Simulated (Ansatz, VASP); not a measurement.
# GeF2 in two plane-wave programs

Aim: how closely do two programs agree when they are given the same cell, functional and k mesh? The cell is generated by rule, not measured, and may not be a known phase. The cell is taken from a series of runs on this material, whose earlier steps may have relaxed, scaled, displaced or heated it; both programs get it as it stands.

Main program and level: Ansatz 0.2.0; plane waves, with VASP 6.6.1 beside it; single point at PBE.

## (1) The starting structure

It takes space group P4_2/mnm (No. 136, tetragonal). Conventional cell: a = 5.196 Å, b = 5.196 Å, c = 3.351 Å, α = 90.00°, β = 90.00°, γ = 90.00°. Nearest to Ge lie 6 F at 2.20 to 2.24 Å. Nearest to F lie 3 Ge at 2.20 to 2.24 Å. Farther neighbours and most contacts between anions are not listed.

## (2) VASP: single point, PBE, pair 1

A single point gives forces, pressure and levels at one fixed geometry, so differences don't come from the geometry; what else differs is listed under the comparison.

Lines of VASP's logs that name or quote its potential files are left out, and so is its time.

INCAR reads:

```
SYSTEM = GeF2
PREC = Accurate
ENCUT = 600
EDIFF = 1E-06
NELM = 120
ISMEAR = 0
SIGMA = 0.1
LREAL = .FALSE.
ALGO = Normal
GGA = PE
NBANDS = 34
LORBIT = 11
LWAVE = .FALSE.
LCHARG = .FALSE.
ISIF = 2
LASPH = .TRUE.
GGA_COMPAT = .FALSE.
EFERMI = MIDGAP
KPAR = 2
```

POSCAR reads:

```
GeF2
1.0
    5.1959000000      0.0000000000      0.0000000000
    0.0000000000      5.1959000000      0.0000000000
    0.0000000000      0.0000000000      3.3513600000
Ge F
2 4
Direct
    0.0000000000      0.0000000000      0.0000000000
    0.5000000000      0.5000000000      0.5000000000
    0.3050000000      0.3050000000      0.0000000000
    0.6950000000      0.6950000000      0.0000000000
    0.8050000000      0.1950000000      0.5000000000
    0.1950000000      0.8050000000      0.5000000000
```

KPOINTS reads:

```
Automatic mesh
0
Gamma
4 4 6
0 0 0
```

PAW data sets: Ge_d and F (PBE family, release 64).

Command:

```sh
$ mpirun -np 2 vasp_std
```

Numbers of over 12 decimals in the logs are rounded to 6 here.

The program printed:

```text
[banner, memory and clock lines left out]
running    2 mpi-ranks, on    1 nodes
 distrk:  each k-point on    1 cores,    2 groups
 distr:  one band on    1 cores,    1 groups

 POSCAR found type information on POSCAR GeF
 POSCAR found :  2 types and       6 ions
 LDA part: xc-table for (Slater+PW92), standard interpolation
 POSCAR, INCAR and KPOINTS ok, starting setup
 FFT: planning ... GRIDC
 FFT: planning ... GRID_SOFT
 FFT: planning ... GRID
 WAVECAR not read
 entering main loop
       N       E                     dE             d eps       ncg     rms          rms(c)
DAV:   1     0.711700802393E+03    0.71170E+03   -0.31265E+04  2082   0.410E+03
DAV:   2     0.932650167856E+02   -0.61844E+03   -0.59733E+03  1776   0.948E+02
DAV:   3    -0.232947689997E+02   -0.11656E+03   -0.11511E+03  1850   0.248E+02
DAV:   4    -0.305458542930E+02   -0.72511E+01   -0.72196E+01  1854   0.688E+01
DAV:   5    -0.307377131997E+02   -0.19186E+00   -0.19154E+00  1924   0.116E+01    0.103E+01
DAV:   6    -0.278181833384E+02    0.29195E+01   -0.11415E+01  2114   0.348E+01    0.346E+00
DAV:   7    -0.278459649792E+02   -0.27782E-01   -0.89440E-01  1734   0.573E+00    0.198E+00
DAV:   8    -0.278494665582E+02   -0.35016E-02   -0.14757E-01  2276   0.404E+00    0.453E-01
DAV:   9    -0.278480783632E+02    0.13882E-02   -0.22008E-02  2580   0.221E+00    0.117E-01
DAV:  10    -0.278490835560E+02   -0.10052E-02   -0.25042E-03  1674   0.400E-01    0.430E-02
DAV:  11    -0.278491192497E+02   -0.35694E-04   -0.12366E-04  1962   0.121E-01    0.123E-02
DAV:  12    -0.278491192958E+02   -0.46050E-07   -0.11288E-05  1856   0.899E-02    0.420E-03
DAV:  13    -0.278491194969E+02   -0.20108E-06   -0.29242E-06  1442   0.167E-02
   1 F= -.27849119E+02 E0= -.27849119E+02  d E =-.328607E-88
```

From OUTCAR (step 2):

```text
ion  position               nearest neighbor table
   1  0.000  0.000  0.000-   5 2.20   6 2.20   5 2.20   6 2.20   3 2.24   4 2.24
   2  0.500  0.500  0.500-   3 2.20   4 2.20   3 2.20   4 2.20   5 2.24   6 2.24
   3  0.305  0.305  0.000-   2 2.20   2 2.20   1 2.24
   4  0.695  0.695  0.000-   2 2.20   2 2.20   1 2.24
   5  0.805  0.195  0.500-   1 2.20   1 2.20   2 2.24
   6  0.195  0.805  0.500-   1 2.20   1 2.20   2 2.24

  LATTYP: Found a simple tetragonal cell.
 ALAT       =     5.1959000000
 C/A-ratio  =     0.6450008661

 Subroutine GETGRP returns: Found 16 space group operations
 (whereof  8 operations were pure point group operations)

The static configuration has the point symmetry D_2h.
 The point group associated with its full space group is D_4h.

 Found     24 irreducible k-points:

   k-points           NKPTS =     24   k-points in BZ     NKDIM =     24   number of bands    NBANDS=     34

   dimension x,y,z NGX =    42 NGY =   42 NGZ =   28
   dimension x,y,z NGXF=    84 NGYF=   84 NGZF=   56

   ENCUT  =  600.0 eV  44.10 Ry    6.64 a.u.  10.38 10.38  6.69*2*pi/ulx,y,z

   NELECT =      56.0000    total number of electrons

 k-points in reciprocal lattice and weights: Automatic mesh
   0.00000000  0.00000000  0.00000000       0.010
   0.25000000  0.00000000  0.00000000       0.042
   0.50000000  0.00000000  0.00000000       0.021
   0.25000000  0.25000000  0.00000000       0.042
   0.50000000  0.25000000  0.00000000       0.042
   0.50000000  0.50000000  0.00000000       0.010
   0.00000000  0.00000000  0.16666667       0.021
   0.25000000  0.00000000  0.16666667       0.083
   0.50000000  0.00000000  0.16666667       0.042
[...]
0.50000000  0.25000000  0.50000000       0.042
   0.50000000  0.50000000  0.50000000       0.010

 average (electrostatic) potential at core
       1 -77.0224       2 -77.0224       3 -77.5432       4 -77.5432       5 -77.5432
       6 -77.5432

 E-fermi :   3.4265

 k-point     1 :       0.0000    0.0000    0.0000
  band No.  band energies     occupation
    ...
     24      -2.4316      2.00000
     25      -1.8795      2.00000
     26      -1.8795      2.00000
     27      -1.5560      2.00000
     28       1.9191      2.00000
     29       4.8325      0.00000
     30       4.8325      0.00000
     31       7.9805      0.00000
     32       7.9805      0.00000
     33       8.0836      0.00000
    ...

 k-point     2 :       0.2500    0.0000    0.0000
  band No.  band energies     occupation
    ...
     24      -2.3556      2.00000
     25      -1.8784      2.00000
     26      -1.6791      2.00000
     27      -1.2318      2.00000
     28       1.3577      2.00000
     29       5.1386      0.00000
     30       5.1630      0.00000
     31       7.3850      0.00000
     32       7.5966      0.00000
     33       8.3128      0.00000
    ...

 k-point     3 :       0.5000    0.0000    0.0000
  band No.  band energies     occupation
    ...
     24      -2.3588      2.00000
     25      -1.8440      2.00000
     26      -1.8440      2.00000
     27       0.1058      2.00000
     28       0.1058      2.00000
     29       5.5556      0.00000
     30       5.5556      0.00000
     31       7.0014      0.00000
     32       7.0014      0.00000
     33       8.8826      0.00000
    ...

  Total        2.9620686      2.9620686      5.5612873     -0.0000000      0.0000000      0.0000000
  in kB       52.4521206     52.4521206     98.4789168     -0.0000000      0.0000000      0.0000000
  external PRESSURE =      67.7943860 kB  Pullay stress =       0.0000000 kB

  energy-cutoff  :      600.00
  volume of cell :       90.48
      direct lattice vectors                 reciprocal lattice vectors
     5.195900000  0.000000000  0.000000000     0.192459439  0.000000000  0.000000000
     0.000000000  5.195900000  0.000000000     0.000000000  0.192459439  0.000000000
     0.000000000  0.000000000  3.351360000     0.000000000  0.000000000  0.298386327

 POSITION                                       TOTAL-FORCE (eV/Angst)
 -----------------------------------------------------------------------------------
      0.00000      0.00000      0.00000         0.000000     -0.000000      0.000000
      2.59795      2.59795      1.67568         0.000000     -0.000000      0.000000
      1.58475      1.58475      0.00000        -0.235433     -0.235433     -0.000000
      3.61115      3.61115      0.00000         0.235433      0.235433      0.000000
      4.18270      1.01320      1.67568        -0.235433      0.235433      0.000000
      1.01320      4.18270      1.67568         0.235433     -0.235433     -0.000000
 -----------------------------------------------------------------------------------
    total drift:                                0.000000     -0.000000     -0.000000

  FREE ENERGIE OF THE ION-ELECTRON SYSTEM (eV)
  ---------------------------------------------------
  free  energy   TOTEN  =       -27.8491194969 eV

  energy  without entropy=      -27.8491194969  energy(sigma->0) =      -27.84911950

 total charge
# of ion       s       p       d       tot
------------------------------------------
    1        1.471   0.439  10.059  11.969
    2        1.471   0.439  10.059  11.969
    3        1.746   4.321   0.000   6.067
    4        1.746   4.321   0.000   6.067
    5        1.746   4.321   0.000   6.067
    6        1.746   4.321   0.000   6.067
--------------------------------------------------
tot          9.925  18.162  20.118  48.205

[... 3 further parts left out ...]
```

The run ends at a pressure of 6.78 GPa, with forces up to 0.33 eV/Å.

## (3) Ansatz: single point, PBE, pair 1

Ansatz runs on its default PAW (the set named soft_2) files.

The same cell, functional, mesh and smearing now go to Ansatz, which takes its cutoff from its data sets.

input.yaml reads:

```yaml
crystal:
  lattice:
    - [5.1959, 0.0, 0.0]
    - [0.0, 5.1959, 0.0]
    - [0.0, 0.0, 3.35136]
  atoms:
    - { symbol: Ge, position: [0.0, 0.0, 0.0] }
    - { symbol: Ge, position: [0.5, 0.5, 0.5] }
    - { symbol: F, position: [0.305, 0.305, 0.0] }
    - { symbol: F, position: [0.695, 0.695, 0.0] }
    - { symbol: F, position: [0.805, 0.195, 0.5] }
    - { symbol: F, position: [0.195, 0.805, 0.5] }
kpoints:
  mp_grid: { grid: [4, 4, 6] }
hamiltonian:
  xc: pbe
scf:
  occupations: { method: gaussian, width: 0.1 }
output:
  forces: true
  stress: true
  eigenvalues: true
```

Command:

```sh
$ ansatz run input.yaml --threads 8 --pin off --max-ram 14336MiB --backend cpu --events-out ev --progress --plain --runs-dir out
```

The program printed:

```text
Engine: ansatz 0.2.0, aarch64-unknown-linux-gnu
Pseudopotentials: kind: paw
Pseudopotential: Ge, paw, valence charge 14, recommended cutoff 420 eV (normal), Ge.paw.azcp
Pseudopotential: F, paw, valence charge 7, recommended cutoff 420 eV (normal), F.paw.azcp
Functional definition: PBE
  parameter kappa = 0.804
  parameter beta = 0.066725
  exchange = pbe_x(kappa = kappa, mu = beta*pi^2/3)
  correlation = pbe_c(beta = beta)
Crystal: 6 atoms, lattice volume = 90.478 Å³
Basis set: ecut = 420 eV, 1787 PW (Γ), exchange–correlation on 72×72×48 points (8 copies of the dense FFT grid, shifted against one another)
Bands: 34, of which v1, the nominal top of the filled ones, is band 28 counted from 1 (27 counted from 0)
Symmetry: 16 space group operations
Space group: P42/mnm (ITA 136), of the structure as read, at distance tolerance 4.5e-5 Å
k-points: 24 of 96
Non-local potential: Ge, projectors of the file, l = 0: 2, l = 1: 2, l = 2: 3, l = 3: 1
Non-local potential: F, projectors of the file, l = 0: 2, l = 1: 2, l = 2: 1
PAW form: soft (Blöchl's): semilocal exchange-correlation on the pseudo side does not see the compensation charge
PAW one-centre angular grid: Ge, 590 points (default); XC on 64 Gauss nodes
PAW one-centre angular grid: F, 110 points (default); XC on 64 Gauss nodes
Initial density: superposition of atomic densities (neutral atoms: chi_scale 0, normalization atom), corrected by the library's trained network
Initial wavefunctions: pseudopotential atomic-orbital guess
Functional: x = pbe(κ = 0.804, μ = 0.219515), c = pbe(β = 0.066725)
SCF iter   1: F=—  HF=-11823.812193 eV  |F-HF|=—  |Δ(HF+E_count)|=         —  Δρ=2.92e-3  dr2=2.07e-3  ethr=1.77e-3  ⟨swp⟩=5.4  Hψ=3043  notcnv=0
preconditioner: auto → Resta (q_TF=auto, 2.519 Å⁻¹)  ε∞=3.2  [insulator: Δε(μ)=2.832 eV  Ē_g=19.555 eV  σ=0.100 eV  W_gap=1.00  n_scr=22 (ndim 8)  ℏωp=29.2 eV  f_vac=0.181  D(μ)=0.00/eV (n_scr^D=0)  ε∞_Penn≈3.2]
SCF iter   2: F=—  HF=-11823.812248 eV  |F-HF|=—  |Δ(HF+E_count)|=   5.42e-5  Δρ=1.52e-3  dr2=4.76e-4  ethr=3.70e-6  ⟨swp⟩=2.0  Hψ=1671  notcnv=0
SCF iter   3: F=—  HF=-11823.812592 eV  |F-HF|=—  |Δ(HF+E_count)|=   3.44e-4  Δρ=5.89e-4  dr2=1.21e-4  ethr=8.50e-7  ⟨swp⟩=2.9  Hψ=1530  notcnv=0
automatic band count: iteration 3 solves 33 bands in place of 34: the levels show a gap, and the empty bands left out lie too high to hold charge; the band table lists the bands solved (type scf.n_extra_bands for more)
SCF iter   4: F=—  HF=-11823.812723 eV  |F-HF|=—  |Δ(HF+E_count)|=   1.31e-4  Δρ=9.47e-5  dr2=8.46e-6  ethr=2.16e-7  ⟨swp⟩=2.0  Hψ=1109  notcnv=0
SCF iter   5: F=—  HF=-11823.812818 eV  |F-HF|=—  |Δ(HF+E_count)|=   9.58e-5  Δρ=7.56e-5  dr2=3.24e-6  ethr=1.51e-8  ⟨swp⟩=2.0  Hψ=1447  notcnv=0
SCF iter   6: F=—  HF=-11823.812816 eV  |F-HF|=—  |Δ(HF+E_count)|=   1.96e-6  Δρ=1.70e-5  dr2=1.70e-7  ethr=5.79e-9  ⟨swp⟩=2.0  Hψ=1447  notcnv=0
SCF iter   7: F=-11823.812816 eV  HF=-11823.812816 eV  |F-HF|=3.80e-10  |Δ(HF+E_count)|=   4.65e-9  Δρ=4.53e-6  dr2=9.13e-9  ethr=1.79e-10  ⟨swp⟩=6.2  Hψ=2940  notcnv=0
SCF 1 converged in 7 iterations: F = -11823.812816 eV  dr2 = 9.13e-9
  greatest PAW one-centre occupation: 0.999 electrons in one spin orbital (limit 2), on the Ge atom at site 1 (counted from 0), in its partial waves of l = 2
SCF converged after 7 iterations
Free energy (F): -11823.812816 eV
Harris-Foulkes:  -11823.812816 eV  (|F-HF|=3.80e-10)
Internal energy: -11823.812816 eV  (E = F + TS)
E sigma→0 (E₀):  -11823.812816 eV
Fermi energy:    6.355250 eV
--- Per-component energies (eV) ---
  E_band       = -530.484486
  E_kinetic    = 1042.885217
  E_local      = -7430.947044  (includes V_loc(G=0)·N_el)
  E_nonlocal   = 1115.463289
  E_hartree    = 3067.265529
  E_xc         = -469.962195
  E_vxc        = -536.763923  (∫ρ·V_xc dr)
  E_paw        = -4822.944870  (= ΣΔE_a)
  E_vpaw       = -855.657957  (= ΣTr[D̂ρ^β])
  E_aug_tail   = 0.009279  (compensation charges beyond the density's cutoff)
  E_ewald      = -4325.582022
  E_smearing   = -0.000000  (= −TS)
  E_closure    = -0.000000  (closes the sum)
  Σ components = -11823.812816   (vs F -11823.812816, Δ=0.00e0)
--- Forces (eV/Å), atoms counted from 1 ---
  atom   1  Ge     0.00000000    -0.00000000     0.00000000
  atom   2  Ge     0.00000000     0.00000000     0.00000000
  atom   3  F     -0.22567100    -0.22567100     0.00000000
  atom   4  F      0.22567100     0.22567100     0.00000000
  atom   5  F     -0.22567100     0.22567100     0.00000000
  atom   6  F      0.22567100    -0.22567100     0.00000000
  max |Σ_I F_I| component: 8.33e-17 eV/Å
--- Stress (GPa, compression-positive) ---
        5.492553       0.000000       0.000000
        0.000000       5.492553       0.000000
        0.000000       0.000000       9.965017
  P = ⅓ Tr σ = 6.9834 GPa (69.834 kbar)
--- Band table (eV; the first three rows and the last of 24) ---
  k-point 0: bands = [... 24 lower, 1.0393, 1.0393, 1.3611, 4.8447, 7.7654, 7.7654, 10.9086, 10.9086, ... 1 higher]
  k-point 1: bands = [... 24 lower, 1.0114, 1.2883, 1.8160, 4.9451, 8.3733, 8.3733, 10.1685, 10.9316, ... 1 higher]
  k-point 2: bands = [... 24 lower, 0.8905, 1.0680, 3.1575, 4.8519, 9.3605, 9.5786, 9.5786, 10.3066, ... 1 higher]
  k-point 23: bands = [... 24 lower, 0.9861, 0.9861, 3.6570, 3.6570, 9.7172, 9.7172, 9.7802, 9.7802, ... 1 higher]
```

The run ends at a pressure of 6.98 GPa, with forces up to 0.32 eV/Å.

## (4) Differences

Known differences besides the potentials themselves: the cutoff is 420 eV in Ansatz and 600 eV in VASP. Total energies have different zeros and are not compared.

Both answers:

| quantity | Ansatz | VASP | difference |
| --- | --- | --- | --- |
| pressure (GPa) | 6.98 | 6.78 | +0.20 |
| gap on the k mesh (eV) | 2.820 | 2.812 | +0.008 |

Forces (eV/Å; atoms numbered as in POSCAR):

| atom | Ansatz x, y, z | VASP x, y, z |
| --- | --- | --- |
| Ge1 | 0.000, 0.000, 0.000 | 0.000, 0.000, 0.000 |
| Ge2 | 0.000, 0.000, 0.000 | 0.000, 0.000, 0.000 |
| F3 | -0.226, -0.226, 0.000 | -0.235, -0.235, 0.000 |
| F4 | 0.226, 0.226, 0.000 | 0.235, 0.235, 0.000 |
| F5 | -0.226, 0.226, 0.000 | -0.235, 0.235, 0.000 |
| F6 | 0.226, -0.226, 0.000 | 0.235, -0.235, 0.000 |

The forces differ by 6.5 meV/Å r.m.s., which is 4.1 % of the r.m.s. force of 0.157 eV/Å (both taken over all components). A gap on the mesh is an upper bound, since the band edges may lie between its points.

## (5) Ansatz: single point, PBE, pair 2

With cell and atoms fixed, the geometry can't cause a difference; cores, projectors, grids and the points listed under the comparison can. The cell compared in this pair holds 97.41 Å³, against 90.48 Å³ for the pair before.

The cell is taken from a series of runs on this material, whose earlier steps may have relaxed, scaled, displaced or heated it; both programs get it as it stands.

input.yaml reads:

```yaml
crystal:
  lattice:
    - [5.2390464767, 0.0, 0.0]
    - [0.0, 5.2390464767, 0.0]
    - [0.0, 0.0, 3.5488479333]
  atoms:
    - { symbol: Ge, position: [0.0, 0.0, -0.0055219345] }
    - { symbol: Ge, position: [0.5, 0.5, 0.5055219345] }
    - { symbol: F, position: [0.3030272295, 0.3030272295, -0.0112712634] }
    - { symbol: F, position: [0.6969727705, 0.6969727705, -0.0112712634] }
    - { symbol: F, position: [0.8030272295, 0.1969727705, 0.5112712634] }
    - { symbol: F, position: [0.1969727705, 0.8030272295, 0.5112712634] }
kpoints:
  mp_grid: { grid: [4, 4, 8] }
hamiltonian:
  xc: pbe
scf:
  occupations: { method: gaussian, width: 0.02 }
output:
  forces: true
  stress: true
  eigenvalues: true
```

The program printed:

```text
[...]
Crystal: 6 atoms, lattice volume = 97.407 Å³
Basis set: ecut = 420 eV, 1915 PW (Γ), exchange–correlation on 72×72×48 points (8 copies of the dense FFT grid, shifted against one another)
Bands: 34, of which v1, the nominal top of the filled ones, is band 28 counted from 1 (27 counted from 0)
Symmetry: 8 space group operations
[...]
k-points: 30 of 128 (time reversal used)
[...]
k-point 0: bands = [... 24 lower, 0.5324, 0.5324, 0.8083, 3.5798, 6.6939, 6.6939, 9.3743, 9.8738, ... 1 higher]
  k-point 1: bands = [... 24 lower, 0.5142, 0.5778, 0.7693, 3.6356, 7.0086, 7.0086, 8.9930, 9.8667, ... 1 higher]
  k-point 2: bands = [... 24 lower, 0.4506, 0.6534, 1.4910, 3.6764, 7.7710, 7.7710, 8.4099, 9.5859, ... 1 higher]
  k-point 29: bands = [... 24 lower, 0.4856, 0.4856, 2.4931, 2.4931, 8.5428, 8.5428, 8.8051, 8.8051, ... 1 higher]
[key lines of the parts left out:]
SCF converged after 7 iterations
Free energy (F): -11824.011750 eV
Fermi energy:    5.185181 eV
P = ⅓ Tr σ = 0.0482 GPa (0.482 kbar)
```

The run ends at a pressure of 0.05 GPa, with forces up to 0.19 eV/Å.

(Part 1 of 2 ends here.)

[Lines on the potential files, build, host, timing and source positions are cut from VASP's logs without a mark.]

[Logs are printed without paths, hosts, clocks, repeated set-up lines and the standing remarks that a program may print on its own settings, such as how far it seeks lower states.]

[Hosts, paths, dates, database ids (printed as entryN), source tags and the programs' standing remarks are cut or masked in the printed files.]
